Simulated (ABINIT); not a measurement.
W:

```xyz
1
Lattice="-1.5823 1.5823 1.5823 1.5823 -1.5823 1.5823 1.5823 1.5823 -1.5823" Properties=species:S:1:pos:R:3 pbc="T T T"
W     0.0000    0.0000    0.0000
```

Program: ABINIT 10.8.3 (patched build). Alike in all runs: no spin polarisation; cell as given; smearing fermi-dirac 0.05 eV. Hardware: 1 thread of Arm Neoverse V2 (shared host).

Q: Order these runs on this cell by their wall time, lowest first.
A. task single point; level LDA; potentials or basis JTH PAW LDA v2.0; k mesh 10 × 10 × 10; cutoff (eV) 408; fine-grid cutoff 816.342 eV; mesh quality not flagged
B. task band structure; level r2SCAN; potentials or basis PseudoDojo NC SR PBE v0.4.1 standard; k mesh 12 × 12 × 12; cutoff (eV) 1197; mesh quality not flagged
C. task single point; level LDA; potentials or basis JTH PAW LDA v2.0; k mesh 5 × 5 × 5; cutoff (eV) 408; fine-grid cutoff 816.342 eV; mesh quality coarse
D. task single point; level r2SCAN; potentials or basis JTH PAW PBE v2.0; k mesh 16 × 16 × 16; cutoff (eV) 490; fine-grid cutoff 979.61 eV; mesh quality not flagged
E. task single point; level PBE; potentials or basis JTH PAW PBE v2.0; k mesh 16 × 16 × 16; cutoff (eV) 408; fine-grid cutoff 816.342 eV; mesh quality not flagged

A: C (1.7 s), A (4.2 s), E (11 s), D (47 s), B (280 s).

Caveats: some runs use coarse meshes; a meta-GGA on potentials with a model core is unreliable (some runs).
